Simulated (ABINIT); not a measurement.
Here is an ABINIT 10.8.3 (patched build) calculation.

run.abi

```
# Datasets: one volume each
ndtset 7
getwfk -1
scalecart1 3*0.9795861087
scalecart2 3*0.9864848297
scalecart3 3*0.9932883884
scalecart4 3*1.0000000000
scalecart5 3*1.0066227096
scalecart6 3*1.0131594038
scalecart7 3*1.0196128224

# Pseudopotentials
pp_dirpath "./"
pseudos "Rh.upf"

# Structure
acell 2.6839652093 2.6839652093 2.6839652093 Angstrom
rprim
     0.0000000000     0.7071067812     0.7071067812
     0.7071067812     0.0000000000     0.7071067812
     0.7071067812     0.7071067812     0.0000000000
ntypat 1
znucl 45
natom 1
typat 1
xred
     0.0000000000     0.0000000000     0.0000000000

# Plane-wave basis
ecut 44.0

# k points
kptopt 1
ngkpt 12 12 12
nshiftk 1
shiftk 0.0 0.0 0.0

# Exchange and correlation
ixc 11

# Bands and occupations
nband 13
occopt 3
tsmear 0.05 eV

# SCF cycle
nstep 100
tolvrs 1.0e-10

# Output
iomode 3
prtwf 1
prtden 0
prteig 0
prtebands 0
enunit 2
```

Potentials or basis: PseudoDojo NC SR PBE v0.5 standard.

Run with:

```console
$ abinit run.abi > log 2>&1
```

Task: Predict the pressure derivative of the bulk modulus.

Result: 5.2.

Task: What does it give for the equilibrium volume?

Result: 14.06 Å³/atom.

Task: Predict the bulk modulus.

Result: 258 GPa.

Energy against volume, from the lowest point:
```csv
volume (Å³/atom),energy (meV/atom)
12.851,99.27
13.125,56.50
13.398,26.64
13.671,8.24
13.945,0.00
14.218,0.78
14.492,9.55
```

Caveat: pressures at fixed basis lie under the slope of the energies. PBE usually gives volumes a little too large and moduli too small.

**What was measured.**

From “Thermal equation of state of rhodium characterized by XRD in a resistively heated diamond anvil cell”, 2024, pmc:11535440, for a bulk crystal of Rh: bulk modulus 264 ± 1 GPa.

Against the measured bulk modulus of Rh, 264 GPa (quoted in “Thermal equation of state of rhodium characterized by XRD in a resistively heated diamond anvil cell”, 2024, pmc:11535440), the calculated 258 GPa is off by -2.1 %. The fit is for a static lattice scaled at fixed shape and fixed fractional positions.
